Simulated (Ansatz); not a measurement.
Set up this calculation in Ansatz 0.2.0, as the native input.

```
Task                    : single point
Functional              : HSE06 form with a typed share of exact exchange
Potentials or basis     : Ansatz PAW
Cutoff                  : 420 eV (not typed: the program's choice for these potentials)
k mesh                  : 6 × 6 × 6
Occupations             : fermi-dirac, width 0.05 eV
Spin                    : no spin polarisation
Share of exact exchange : 0.5
```

Crystal: TaN.

```
Ta N
1.0
     0.00000    2.21132    2.21132
     2.21132    0.00000    2.21132
     2.21132    2.21132    0.00000
Ta N
1 1
Cartesian
  2.2113 2.2113 2.2113
  0.0000 0.0000 0.0000
```

The cell comes from a database or a generator and needn't be the stable form of this composition.

These files were run (other wordings do the same):

input.yaml

```yaml
crystal:
  lattice:
    - [0.0, 2.211323, 2.211323]
    - [2.211323, 0.0, 2.211323]
    - [2.211323, 2.211323, 0.0]
  atoms:
    - { symbol: Ta, position: [0.5, 0.5, 0.5] }
    - { symbol: "N", position: [0.0, 0.0, 0.0] }
hamiltonian:
  xc:
    exchange: pbe
    correlation: pbe
    exx: { coeff: 0.5, omega: 0.2078699 }
  pseudopotentials: { kind: paw }
kpoints:
  mp_grid: { grid: [6, 6, 6] }
scf:
  occupations: { method: fermi_dirac, width: 0.05 }
output:
  forces: true
  stress: true
  eigenvalues: true
```

Potentials or basis: Ansatz PAW.

The run is started by

```console
$ ansatz run input.yaml --threads 2 --pin off --max-ram 5632MiB --backend cpu --events-out ev --progress --plain --runs-dir out
```

Results of the run:

```json
{
 "Pressure": "-17.6 GPa",
 "Band gap on the k mesh": "none (metal or under the smearing width)"
}
```

Caveat: the k mesh is coarse (spacing up to 0.41 Å⁻¹), so the values aren't converged, least of all with exact exchange; the pressure holds a Pulay correction of +0.3 GPa for the finite cutoff; the PAW data sets come from PBE, with cores solved anew for the run's functional, which leaves a small shift of forces and pressure; the thresholds are loose for stress.

Run time: 11 s on 2 threads of Arm Neoverse V1, with other jobs on the host, peak memory 0.73 GiB.
